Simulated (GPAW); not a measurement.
Input of a GPAW 26.7.0 run:

Contents of run.py:

```python
from ase.eos import EquationOfState
from ase.io import Trajectory, read
from ase.units import GPa
from gpaw import GPAW, PW

atoms = read('BAs.xyz')

traj = Trajectory('eos.traj', 'w')
volumes, energies = [], []
for x in [0.94, 0.96, 0.98, 1.0, 1.02, 1.04, 1.06]:
    a = atoms.copy()
    a.set_cell(atoms.cell * x**(1 / 3), scale_atoms=True)
    calc = GPAW(mode=PW(800),
                xc='RPBE',
                kpts={'size': (8, 8, 8), 'gamma': True},
                occupations={'name': 'fermi-dirac', 'width': 0.05},
                nbands=11,
                convergence={'density': 1e-05, 'energy': 1e-05},
                maxiter=150,
                txt=f'eos-{x:.2f}.txt')
    a.calc = calc
    energies.append(a.get_potential_energy(force_consistent=True))
    volumes.append(a.get_volume())
    p = -a.get_stress()[:3].mean() / GPa
    calc.write(f'eos-{x:.2f}.gpw')
    traj.write(a)
    print(f'{x:.2f} {volumes[-1]:10.4f} A^3 {energies[-1]:14.6f} eV {p:9.3f} GPa', flush=True)

v0, e0, B = EquationOfState(volumes, energies, eos='birchmurnaghan').fit()
print(f'V0 = {v0:.4f} A^3, E0 = {e0:.6f} eV, B0 = {B / GPa:.2f} GPa')
```

BAs.xyz

```xyz
2
Lattice="0.0000000000 2.3885000000 2.3885000000 2.3885000000 0.0000000000 2.3885000000 2.3885000000 2.3885000000 0.0000000000" Properties=species:S:1:pos:R:3 pbc="T T T"
As     3.5827500000      3.5827500000      3.5827500000
B      0.0000000000      0.0000000000      0.0000000000
```

Potentials or basis: the program's PAW data sets (release 1.2.1) made for this functional, pw.

Command:

```sh
$ OMP_NUM_THREADS=1 python run.py
```

(1) Estimate the bulk modulus.

(2) What does it give for the equilibrium volume?

Answers

(1) 126 GPa.

(2) 14.24 Å³/atom.

**Experimental background.**

“Basic Physical Properties of Cubic Boron Arsenide”, 2019, arxiv:1911.11281 quotes, for a bulk crystal of BAs: bulk modulus 148 GPa.

A measured bulk modulus of BAs is 148 GPa (quoted in “Basic Physical Properties of Cubic Boron Arsenide”, 2019, arxiv:1911.11281); the calculated 126 GPa misses it by -15.2 %. The fit is for a static lattice scaled at fixed shape and fixed fractional positions.
